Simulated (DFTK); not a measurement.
# Sb (R-3m) in DFTK: a series of runs, part 2 of 2

DFTK 0.8.2. Earlier steps stand in the parts before.

**4. Band structure, BP86**

Contents of run.jl:

```julia
using DFTK
using PseudoPotentialData
using Unitful, UnitfulAtomic
using LinearAlgebra, Printf
include("save.jl")
disable_threading()

lines     = readlines("POSCAR")
lattice   = austrip(1u"Å") * parse(Float64, lines[2]) * hcat([parse.(Float64, split(l)) for l in lines[3:5]]...)
symbols   = vcat([fill(Symbol(s), parse(Int, n)) for (s, n) in zip(split(lines[6]), split(lines[7]))]...)
positions = [parse.(Float64, split(l)[1:3]) for l in lines[9:8+length(symbols)]]
pseudopotentials = PseudoFamily("cp2k.nc.sr.pbe.v0_1.semicore.gth")
elements = Dict(s => ElementPsp(s, pseudopotentials) for s in unique(symbols))
atoms    = [elements[s] for s in symbols]

build_model(lattice, positions; symmetries=true) =
    model_DFT(lattice, atoms, positions;
              functionals=[:gga_x_b88, :gga_c_p86],
              temperature=austrip(0.05u"eV"),
              smearing=Smearing.FermiDirac(),
              symmetries)
Ecut  = 27.0  # hartree
kgrid = [8, 8, 8]
tol   = 1e-6
to_GPa = ustrip(uconvert(u"GPa", 1u"hartree/bohr^3"))

model = build_model(lattice, positions)
basis = PlaneWaveBasis(model; Ecut, kgrid)
display(basis)
scfres = self_consistent_field(basis;
                               tol,
                               nbandsalg=AdaptiveBands(model; n_bands_converge=10))
display(scfres.energies)
@printf "Fermi level: %.6f eV\n" ustrip(auconvert(u"eV", something(scfres.εF, NaN)))
forces = compute_forces_cart(scfres)
println("Forces (eV/Å)")
for (s, f) in zip(symbols, forces)
    @printf "%-3s %12.6f %12.6f %12.6f\n" s ustrip.(auconvert.(u"eV/Å", f))...
end
stress = compute_stresses_cart(scfres)
println("Stress (GPa)")
display(round.(stress * to_GPa; digits=4))
println("Levels at the first k-point (eV): ", round.(ustrip.(auconvert.(u"eV", scfres.eigenvalues[1][1:scfres.n_bands_converge])); digits=4))
save_scf!(scfres; forces, stress)

points = Dict("G" => [0.0, 0.0, 0.0], "B" => [0.7603126357, 0.5, 0.2396873643], "B1" => [0.5, 0.2396873643, -0.2396873643], "F" => [0.5, 0.5, 0.0], "L" => [0.5, 0.0, 0.0], "P" => [0.7603126357, 0.3698436821, 0.3698436821], "P1" => [0.6301563179, 0.6301563179, 0.2396873643], "Q" => [0.6301563179, 0.3698436821, 0.0], "X" => [0.3698436821, 0.0, -0.3698436821], "Z" => [0.5, 0.5, 0.5])
segments = [("G", "L", 6), ("L", "B1", 5), ("B", "Z", 5), ("Z", "G", 6), ("G", "X", 8), ("Q", "F", 3), ("F", "P1", 3), ("P1", "Z", 5), ("L", "P", 4)]
kcoords = vcat([[points[a] + t * (points[b] - points[a]) for t in range(0, 1, n)] for (a, b, n) in segments]...)
bands = compute_bands(scfres, ExplicitKpoints(kcoords); n_bands=12, tol=1e-5)
for (k, ε) in zip(bands.basis.kpoints, bands.eigenvalues)
    @printf "%d %8.4f %8.4f %8.4f " k.spin k.coordinate...
    println(join([@sprintf("%9.4f", e) for e in ustrip.(auconvert.(u"eV", ε .- scfres.εF))]))
end
results["band_energies"] = rows(bands.eigenvalues); results["band_kpoints"] = rows(kcoords)
```

Contents of POSCAR:

```
Sb
1.0
    2.1542000000      1.2437279499      3.7580000000
   -2.1542000000      1.2437279499      3.7580000000
    0.0000000000     -2.4874558998      3.7580000000
Sb
2
Direct
    0.7665100000      0.7665100000      0.7665100000
    0.2334900000      0.2334900000      0.2334900000
```

Potentials or basis: cp2k.nc.sr.pbe.v0_1.semicore.gth (PBE, GTH).

Command:

```
julia --threads=1 run.jl  # save.jl only writes the numbers to a file and isn't shown; printed stress counts tension as positive; times include loading and compiling
```

Output:

```text
PlaneWaveBasis discretization:

    Ecut                 : 27.0 Ha
    fft_size             : (45, 45, 45), 91125 total points
    kgrid                : MonkhorstPack([8, 8, 8])
    num.   red. kpoints  : 512
    num. irred. kpoints  : 65

    Discretized Model(gga_x_b88+gga_c_p86, 3D):
        lattice (in Bohr)    : [4.07085   , -4.07085  , 0         ]
                               [2.35031   , 2.35031   , -4.70061  ]
                               [7.10159   , 7.10159   , 7.10159   ]
        unit cell volume     : 407.68 Bohr³

        atoms                : Sb₂
        pseudopot. family    : PseudoFamily("cp2k.nc.sr.pbe.v0_1.semicore.gth")

        num. electrons       : 10
        spin polarization    : none
        temperature          : 0.0018375 Ha
        smearing             : DFTK.Smearing.FermiDirac()

        terms                : Kinetic()
                               AtomicLocal()
                               AtomicNonlocal()
                               Ewald(nothing)
                               PspCorrection()
                               Hartree()
                               Xc(gga_x_b88, gga_c_p86)
                               Entropy()
n     Energy            log10(ΔE)   log10(Δρ)   Diag   Δtime
---   ---------------   ---------   ---------   ----   ------
  1   -11.10336193764                   -0.68    4.9    6.68s
  2   -11.10813551530       -2.32       -1.19    1.0    3.79s
  3   -11.10862670999       -3.31       -2.00    2.3    4.61s
  4   -11.10865286351       -4.58       -2.94    1.4    3.75s
  5   -11.10865514243       -5.64       -3.33    3.2    5.75s
  6   -11.10865524028       -7.01       -3.98    1.4    3.66s
  7   -11.10865525034       -8.00       -4.72    2.6    4.66s
  8   -11.10865525096       -9.20       -5.39    2.5    4.80s
  9   -11.10865525097      -11.00       -5.77    2.4    4.20s
 10   -11.10865525097      -11.77       -6.87    2.1    4.88s
Energy breakdown (in Ha):
    Kinetic             3.5362623
    AtomicLocal         -2.3458897
    AtomicNonlocal      0.2848387
    Ewald               -11.9838317
    PspCorrection       1.7946463
    Hartree             0.4487834
    Xc                  -2.8433490
    Entropy             -0.0001157

    total               -11.108655250974
Fermi level: 2.048737 eV
Forces (eV/Å)
Sb     -0.000000     0.000000    -0.169980
Sb     -0.000000    -0.000000     0.169980
Stress (GPa)
3×3 StaticArraysCore.SMatrix{3, 3, Float64, 9} with indices SOneTo(3)×SOneTo(3):
 -4.2959   0.0      0.0
  0.0     -4.2959   0.0
  0.0     -0.0     -3.8302
Levels at the first k-point (eV): [-10.7805, -2.9336, -0.1025, 0.1572, 0.1572, 4.0624, 4.6836, 4.6836, 7.1772, 7.1772]
1   0.0000   0.0000   0.0000  -12.8292  -4.9823  -2.1513  -1.8915  -1.8915   2.0137   2.6349   2.6349   5.1285   5.1285   5.2967   6.9258
1   0.1000   0.0000   0.0000  -12.7192  -5.4586  -2.1166  -1.9206  -1.7239   1.9638   2.3413   2.3654   4.7157   5.0801   5.1621   7.6318
1   0.2000   0.0000   0.0000  -12.3910  -6.5212  -2.1153  -1.9832  -1.3663   1.5249   1.6898   1.7209   4.7240   5.2360   5.6710   9.2106
1   0.3000   0.0000   0.0000  -11.8521  -7.7526  -2.0776  -2.0335  -1.0437   0.8373   0.9276   1.0498   5.4304   6.1280   6.6985  10.7481
1   0.4000   0.0000   0.0000  -11.1259  -8.9452  -2.0510  -1.9880  -0.7330   0.1787   0.3412   0.5709   6.5565   7.5689   8.1072   9.7917
1   0.5000   0.0000   0.0000  -10.4795  -9.7545  -2.0513  -1.9316  -0.4062  -0.2807   0.1095   0.3971   7.7662   8.3658   9.2866   9.3789
1   0.5000   0.0000   0.0000  -10.4795  -9.7545  -2.0513  -1.9316  -0.4062  -0.2807   0.1095   0.3971   7.7662   8.3658   9.2866   9.3789
1   0.5000   0.0599  -0.0599  -10.3796  -9.7210  -3.0589  -1.8140  -1.6464   0.1321   0.9401   1.7647   7.4074   7.9534   8.5455   8.6294
1   0.5000   0.1198  -0.1198  -10.0906  -9.6617  -4.2544  -3.0485  -1.5770   0.3040   2.8638   3.3589   6.3028   6.6385   8.9996   9.1816
1   0.5000   0.1798  -0.1798   -9.6994  -9.6540  -4.9858  -4.1907  -1.2320   0.5085   4.5294   4.6159   5.5872   5.6818   9.8036  10.5501
1   0.5000   0.2397  -0.2397   -9.9563  -9.1784  -5.0688  -4.9285  -0.8628   0.6020   4.6099   4.6725   5.9437   6.1121  10.6321  10.7586
1   0.7603   0.5000   0.2397   -9.9563  -9.1784  -5.0688  -4.9285  -0.8628   0.6020   4.6099   4.6725   5.9437   6.1121  10.6321  10.7586
1   0.6952   0.5000   0.3048  -10.4202  -8.8623  -5.0144  -4.4768  -0.5720   0.4604   4.3827   4.4994   6.0083   6.0244  10.1446  10.9240
1   0.6302   0.5000   0.3698  -10.8771  -8.8881  -4.2264  -3.4008  -0.4631   0.1758   3.2812   3.7988   5.7269   6.4612   9.6361   9.7287
1   0.5651   0.5000   0.4349  -11.1898  -9.0354  -2.8201  -2.1213  -0.3743  -0.0772   1.2754   2.2512   6.4837   7.7181   8.9805   9.2522
1   0.5000   0.5000   0.5000  -11.2992  -9.1032  -1.4306  -1.4306  -0.5452   0.0323   0.0323   1.0108   7.1334   8.9600   8.9600   9.4370
1   0.5000   0.5000   0.5000  -11.2992  -9.1032  -1.4306  -1.4306  -0.5452   0.0323   0.0323   1.0108   7.1334   8.9600   8.9600   9.4370
1   0.4000   0.4000   0.4000  -11.5720  -8.6709  -1.5225  -1.5225  -0.6107   0.2691   0.2691   1.1356   6.4237   7.7570   7.7570  10.1930
1   0.3000   0.3000   0.3000  -12.0581  -7.7212  -1.6840  -1.6840  -0.8112   0.8469   0.8469   1.4379   5.4423   6.5954   6.5954  10.4350
1   0.2000   0.2000   0.2000  -12.4740  -6.5925  -1.8067  -1.8067  -1.1994   1.5890   1.5890   1.7545   4.9209   5.7419   5.7419   8.7354
1   0.1000   0.1000   0.1000  -12.7390  -5.5178  -1.8721  -1.8721  -1.7800   1.9501   2.3042   2.3042   5.0284   5.2548   5.2548   7.4582
1   0.0000   0.0000   0.0000  -12.8292  -4.9823  -2.1513  -1.8915  -1.8915   2.0137   2.6349   2.6349   5.1285   5.1285   5.2967   6.9258
1   0.0000   0.0000   0.0000  -12.8292  -4.9823  -2.1513  -1.8915  -1.8915   2.0137   2.6349   2.6349   5.1285   5.1285   5.2967   6.9258
1   0.0528   0.0000  -0.0528  -12.7455  -5.3350  -2.1773  -1.9315  -1.7168   1.9668   2.2576   2.6122   4.7131   5.0504   5.2964   7.1926
1   0.1057   0.0000  -0.1057  -12.4958  -6.1423  -2.5580  -1.7290  -1.3712   1.4266   1.4651   2.7381   4.3197   5.2683   5.9547   7.4998
1   0.1585   0.0000  -0.1585  -12.0852  -7.0805  -3.1659  -1.3969  -1.1345   0.5832   0.7918   3.1232   4.3311   5.7039   7.4051   7.8943
1   0.2113   0.0000  -0.2113  -11.5240  -7.9878  -3.8407  -1.4096  -1.3515   0.2697   0.7285   3.6706   4.7056   6.2645   8.3580   9.3511
1   0.2642   0.0000  -0.2642  -10.8325  -8.7910  -4.4785  -2.0729  -1.8712   0.8137   1.2897   4.3383   5.3666   6.9568   7.8164   9.4708
1   0.3170   0.0000  -0.3170  -10.0492  -9.4546  -5.0080  -2.7346  -2.4900   1.7397   2.1262   5.0775   5.7655   6.3557   7.7730  10.1522
1   0.3698   0.0000  -0.3698   -9.9605  -9.2490  -5.3747  -3.2676  -3.0271   2.7080   3.0956   4.1621   5.8047   7.4139   8.7041  10.9810
1   0.6302   0.3698   0.0000   -9.9605  -9.2490  -5.3747  -3.2676  -3.0271   2.7080   3.0956   4.1621   5.8047   7.4139   8.7041  10.9810
1   0.5651   0.4349   0.0000  -10.3535  -8.4470  -5.5442  -3.6918  -3.5276   2.0988   4.2625   4.6080   6.4943   9.0105   9.9989  10.1076
1   0.5000   0.5000   0.0000  -10.4853  -8.1400  -5.5189  -3.8355  -3.7456   1.5139   4.8376   5.4528   6.7469   9.0187  10.4083  10.6422
1   0.5000   0.5000   0.0000  -10.4853  -8.1400  -5.5189  -3.8355  -3.7456   1.5139   4.8376   5.4528   6.7469   9.0187  10.4083  10.6422
1   0.5651   0.5651   0.1198  -10.4259  -8.3717  -5.5475  -3.6349  -3.5062   1.8118   4.2299   5.0793   6.5060   9.2944   9.7408  10.2369
1   0.6302   0.6302   0.2397  -10.3297  -8.8534  -5.4253  -3.3084  -2.8216   2.4048   3.0658   4.5920   5.8896   7.9501   8.8179  11.0256
1   0.6302   0.6302   0.2397  -10.3297  -8.8534  -5.4253  -3.3084  -2.8216   2.4048   3.0658   4.5920   5.8896   7.9501   8.8179  11.0256
1   0.5976   0.5976   0.3048  -10.6288  -8.8354  -5.0757  -2.9678  -2.2831   2.3756   2.4901   4.8331   5.2326   7.5759   8.1584  10.4698
1   0.5651   0.5651   0.3698  -10.9794  -8.9271  -4.0550  -2.4568  -1.5916   1.4749   1.8207   3.7150   5.6179   7.5612   8.0743  10.4356
1   0.5325   0.5325   0.4349  -11.2170  -9.0516  -2.6433  -1.8359  -0.7559   0.5505   0.6449   2.0618   6.5935   8.1528   8.4453   9.6102
1   0.5000   0.5000   0.5000  -11.2992  -9.1032  -1.4306  -1.4306  -0.5452   0.0323   0.0323   1.0108   7.1334   8.9600   8.9600   9.4370
1   0.5000   0.0000   0.0000  -10.4795  -9.7545  -2.0513  -1.9316  -0.4062  -0.2807   0.1095   0.3971   7.7662   8.3658   9.2866   9.3789
1   0.5868   0.1233   0.1233  -10.4224  -9.6441  -3.1675  -2.3726  -1.3866   0.8567   0.9109   1.6508   6.2832   8.2337   8.9971  10.3113
1   0.6735   0.2466   0.2466  -10.3074  -9.3300  -4.6211  -2.9081  -2.2167   1.9730   1.9852   4.0132   4.9674   7.7284   8.6182  11.1388
1   0.7603   0.3698   0.3698  -10.3297  -8.8534  -5.4253  -3.3084  -2.8216   2.4048   3.0658   4.5920   5.8896   7.9501   8.8179  11.0256
```

Run time: 77 s. Hardware: 1 thread of AMD EPYC 9R45 (Zen 5), shared host; peak memory 2 GiB.

Results:

- Free energy: -302.2819 eV
- Pressure: 4.1 GPa
- Largest force: 0.170 eV/Å
- Band gap on the k mesh: none (metal or under the smearing width)

Forces on the atoms (eV/Å):
```
Sb   0.000  0.000 -0.170
Sb   0.000  0.000  0.170
```

Stress tensor (GPa, compression positive):
```
4.30 0.00 0.00
0.00 4.30 0.00
0.00 0.00 3.83
```

Levels at the corners of the path, in eV from the Fermi level:
```
point  band 2  band 3  band 4  band 5  band 6  band 7  band 8  band 9
    Γ   -4.98   -2.15   -1.89   -1.89    2.01    2.63    2.63    5.13
    L   -9.75   -2.05   -1.93   -0.41   -0.28    0.11    0.40    7.77
   B1   -9.18   -5.07   -4.93   -0.86    0.60    4.61    4.67    5.94
    B   -9.18   -5.07   -4.93   -0.86    0.60    4.61    4.67    5.94
    Z   -9.10   -1.43   -1.43   -0.55    0.03    0.03    1.01    7.13
    Γ   -4.98   -2.15   -1.89   -1.89    2.01    2.63    2.63    5.13
    X   -9.25   -5.37   -3.27   -3.03    2.71    3.10    4.16    5.80
    Q   -9.25   -5.37   -3.27   -3.03    2.71    3.10    4.16    5.80
    F   -8.14   -5.52   -3.84   -3.75    1.51    4.84    5.45    6.75
   P1   -8.85   -5.43   -3.31   -2.82    2.40    3.07    4.59    5.89
    Z   -9.10   -1.43   -1.43   -0.55    0.03    0.03    1.01    7.13
    L   -9.75   -2.05   -1.93   -0.41   -0.28    0.11    0.40    7.77
    P   -8.85   -5.43   -3.31   -2.82    2.40    3.07    4.59    5.89
```

Caveat: GTH potentials come without recommended cutoffs, and this one wasn't checked for convergence; the potentials were made for another functional, which shifts forces and pressure; spin-orbit coupling is left out, which moves the levels of the heavy elements.

**5. Summary**

```tsv
level	potentials or basis	k mesh	cutoff (eV)	SCF solver	gap on the mesh (eV)	pressure (GPa)	largest force (eV/Å)
PBE	cp2k.nc.sr.pbe.v0_1.largecore.gth (PBE, GTH)	8 × 8 × 8	735	-	none	3.1	0.22
rSCAN	cp2k.nc.sr.pbe.v0_1.largecore.gth (PBE, GTH)	6 × 6 × 6	952	ScfAndersonSolver	none	3.1	0.02
BP86	cp2k.nc.sr.pbe.v0_1.semicore.gth (PBE, GTH)	8 × 8 × 8	735	-	none	4.1	0.17
```

Alike in all rows: task band structure; no spin polarisation; cell as given; smearing fermi-dirac 0.05 eV.

Caveats: GTH potentials come without recommended cutoffs, and this one wasn't checked for convergence; spin-orbit coupling is left out, which moves the levels of the heavy elements; the potentials were made for another functional, which shifts forces and pressure (some runs); the program warned that the kinetic-energy density falls under its von Weizsäcker bound, which can give unphysical results (some runs).

Total energies depend on the potentials used, so only differences within one code and one set of settings carry meaning.
